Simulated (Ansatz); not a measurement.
The system is GaSb.

```
Sb Ga
1.0
     0.00000    3.05900    3.05900
     3.05900    0.00000    3.05900
     3.05900    3.05900    0.00000
Sb Ga
1 1
Direct
  0.75000 0.75000 0.75000
  0.00000 0.00000 0.00000
```

Below is the output of Ansatz 0.2.0 for this cell. Logs are shortened: lines on timing, memory, paths and dates and some standing lists are left out, and cuts for length are marked.

```text
Warning: RAYON_NUM_THREADS=1 ignored (pool sized by the plan → 1); use --threads N
LAPW: plane waves up to 8.544 Å⁻¹, error target 1.0e-3 eV per atom; small_component_spin mean_spin; Ga in spheres of 1.300 Å, 21 of its electrons in bands, Dirac shells []; Sb in spheres of 1.350 Å, 23 of its electrons in bands, Dirac shells [] (how accurate: hamiltonian.pseudopotentials.lapw.basis_error, Limitations)
Engine: ansatz 0.2.0, x86_64-unknown-linux-gnu
Pseudopotentials: kind: all_electron
Pseudopotential: Sb, LAPW, valence charge 23, lapw/all_electron/scalar/gaussian/Sb, Koelling and Harmon's equation, gaussian nucleus
Pseudopotential: Ga, LAPW, valence charge 21, lapw/all_electron/scalar/gaussian/Ga, Koelling and Harmon's equation, gaussian nucleus
Functional definition: PBE
  parameter kappa = 0.804
  parameter beta = 0.06672455060314922
  exchange = pbe_x(kappa = kappa, mu = beta*pi^2/3)
  correlation = pbe_c(beta = beta)
Crystal: 2 atoms, lattice volume = 57.249 Å³
Basis set: ecut = 278.12023694752486 eV, 609 PW (Γ), exchange–correlation at level 2
Bands: 27, of which v1, the nominal top of the filled ones, is band 22 counted from 1 (21 counted from 0)
Symmetry: 24 space group operations
Space group: F-43m (ITA 216), of the structure as read, at distance tolerance 3.9e-5 Å
k-points: 29 of 512 (time reversal used)
Non-local potential: Sb, projectors of the file, none
Non-local potential: Ga, projectors of the file, none
Initial density: superposition of atomic densities (chi_scale 0.1, normalization cell, long waves kept (reshape's long-wave potential 0.00 eV rms))
Initial wavefunctions: plane waves of lowest kinetic energy (no species holds an atomic orbital)
Functional: x = pbe(κ = 0.804, μ = 0.2195149727645171), c = pbe(β = 0.06672455060314922)
iter 1 solved again at ethr=6.79e-4 eV; its pass at ethr=1.00e-1 eV (dr2=2.99e-1 eV) is discarded
SCF iter   1: F=—  HF=-229268.400737 eV  |F-HF|=—  |Δ(HF+E_count)|=         —  Δρ=2.11e-2  dr2=3.00e-1  ethr=6.79e-4  ⟨swp⟩=2.7  Hψ=5038  notcnv=0
preconditioner: auto → none  [insulator: Δε(μ)=0.085 eV  Ē_g=15.096 eV  σ=0.021 eV  W_gap=1.00  n_scr=14 (ndim 8)  ℏωp=20.8 eV  f_vac=0.121  D(μ)=0.01/eV (n_scr^D=0)  ε∞_Penn≈2.9]
SCF iter   2: F=—  HF=-229268.351897 eV  |F-HF|=—  |Δ(HF+E_count)|=   4.88e-2  Δρ=9.70e-3  dr2=6.15e-2  ethr=6.79e-4  ⟨swp⟩=2.0  Hψ=2320  notcnv=0
iter 3 solved again at ethr=1.35e-5 eV; its pass at ethr=1.40e-4 eV (dr2=5.92e-3 eV) is discarded
SCF iter   3: F=—  HF=-229268.355761 eV  |F-HF|=—  |Δ(HF+E_count)|=   3.86e-3  Δρ=2.80e-3  dr2=5.94e-3  ethr=1.35e-5  ⟨swp⟩=2.0  Hψ=3922  notcnv=0
SCF iter   4: F=—  HF=-229268.343730 eV  |F-HF|=—  |Δ(HF+E_count)|=   1.20e-2  Δρ=4.51e-4  dr2=7.70e-5  ethr=1.35e-5  ⟨swp⟩=2.0  Hψ=2320  notcnv=0
SCF iter   5: F=—  HF=-229268.343875 eV  |F-HF|=—  |Δ(HF+E_count)|=         —  Δρ=1.09e-4  dr2=5.60e-6  ethr=1.75e-7  ⟨swp⟩=3.0  Hψ=2292  notcnv=0
the basis was enlarged: its passes take 123.1 KiB over the memory plan, 1 of 1 planned eigensolver slots
SCF iter   6: F=—  HF=-229268.343886 eV  |F-HF|=—  |Δ(HF+E_count)|=   1.10e-5  Δρ=2.00e-5  dr2=3.73e-7  ethr=1.27e-8  ⟨swp⟩=3.0  Hψ=2294  notcnv=0
SCF iter   7: F=-229268.343886 eV  HF=-229268.343886 eV  |F-HF|=5.78e-8  |Δ(HF+E_count)|=   2.72e-7  Δρ=7.02e-6  dr2=2.80e-8  ethr=8.47e-10  ⟨swp⟩=3.0  Hψ=2292  notcnv=0
SCF 1 converged in 7 iterations: F = -229268.343886 eV  dr2 = 2.80e-8
SCF converged after 7 iterations
Free energy (F): -229268.343886 eV
Harris-Foulkes:  -229268.343886 eV  (|F-HF|=5.78e-8)
Internal energy: -229268.343853 eV  (E = F + TS)
E sigma→0 (E₀):  -229268.343869 eV
Entropy (-TS):   -0.000033 eV (-0.017 meV/atom)
Fermi energy:    9.804606 eV
--- Per-component energies (eV) ---
  E_band       = -1771.276484
  E_kinetic    = 239813.612979
  E_xc         = -6703.719271
  E_electrostatic = -462378.237561  (all electrons and nuclei)
  E_smearing   = -0.000033  (= −TS)
  E_closure    = 0.000000  (closes the sum)
  E_atoms      = -229261.009040  (free atoms, spherical and without spin; not in F)
  Σ components = -229268.343886   (vs F -229268.343886, Δ=0.00e0)
  Basis errors (estimates in eV, not in F): energy 4.4e-4 per atom: plane waves 3.9e-4 (2.3e-4 summed), levels above the bands 0.0e0, relativity 3.7e-8, radial functions 4.3e-5, core shells 4.6e-8; eigenvalues (radial functions only) 9.2e-7; not estimated: angular momenta, meshes, grids; target (lapw.basis_error) 1.0e-3; muffin-tin radii Ga 1.300 Å, Sb 1.350 Å
--- Forces (eV/Å), atoms counted from 1 ---
  atom   1  Sb    -0.00000000     0.00000000     0.00000000
  atom   2  Ga     0.00000000    -0.00000000     0.00000000
  max |Σ_I F_I| component: 1.56e-17 eV/Å
--- Stress (GPa, compression-positive) ---
        2.301913      -0.000000      -0.000000
       -0.000000       2.301913       0.000000
       -0.000000       0.000000       2.301913
  P = ⅓ Tr σ = 2.3019 GPa (23.019 kbar)
--- Band table (eV; the first three rows and the last of 29) ---
  k-point 0: bands = ["-134.1830", "-134.0869", "-87.1524", "-87.1524", "-87.1524", "-84.8166", "-84.8166", "-84.8166", "-18.9835", "-18.9835", "-18.9835", "-18.9642", "-18.9642", "-5.2149", "-5.2149", "-5.2149", "-5.1659", "-5.1659", "-1.6955", "9.7808", "9.7808", "9.7808", "9.8192", "12.5689", "12.5689", "12.5689", "15.5965"]
  k-point 1: bands = ["-134.1830", "-134.0869", "-87.1524", "-87.1524", "-87.1524", "-84.8166", "-84.8166", "-84.8166", "-18.9834", "-18.9831", "-18.9831", "-18.9641", "-18.9641", "-5.2192", "-5.2130", "-5.2130", "-5.1662", "-5.1662", "-1.5355", "7.7758", "9.5285", "9.5285", "10.8167", "12.9151", "12.9151", "13.2152", "16.4249"]
  k-point 2: bands = ["-134.1830", "-134.0869", "-87.1524", "-87.1524", "-87.1524", "-84.8166", "-84.8166", "-84.8166", "-18.9832", "-18.9821", "-18.9821", "-18.9638", "-18.9638", "-5.2295", "-5.2088", "-5.2088", "-5.1665", "-5.1665", "-1.0799", "5.7606", "9.0811", "9.0811", "10.5944", "13.4337", "13.4337", "14.9907", "16.9926"]
  k-point 28: bands = ["-134.1830", "-134.0869", "-87.1524", "-87.1524", "-87.1524", "-84.8166", "-84.8166", "-84.8166", "-18.9829", "-18.9812", "-18.9776", "-18.9646", "-18.9622", "-5.2550", "-5.1964", "-5.1917", "-5.1718", "-5.1667", "0.7964", "3.1161", "6.4392", "6.6605", "13.4708", "14.1163", "14.2035", "14.5545", "19.7370"]
```

Task: What input gives this log?

Result: Single point with PBE, no spin polarisation. The files as run (others can give the same):

input.yaml
```yaml
crystal:
  lattice:
    - [0.0, 3.059, 3.059]
    - [3.059, 0.0, 3.059]
    - [3.059, 3.059, 0.0]
  atoms:
    - { symbol: Sb, position: [0.75, 0.75, 0.75] }
    - { symbol: Ga, position: [0.0, 0.0, 0.0] }
kpoints:
  mp_grid: { grid: [8, 8, 8] }
scf:
  occupations: { method: gaussian, width: 0.021 }
hamiltonian:
  xc: pbe
  pseudopotentials: { kind: all_electron, lapw: { basis_error: 0.001 } }
output:
  forces: true
  stress: true
  eigenvalues: true
```

Potentials or basis: all-electron LAPW, scalar-relativistic.
The run is started by
```console
$ ansatz run input.yaml --threads 1 --pin off --max-ram 3072MiB --backend cpu --events-out ev --progress --plain --runs-dir out
```

Caveat: spin-orbit coupling is left out, which moves the levels of the heavy elements.
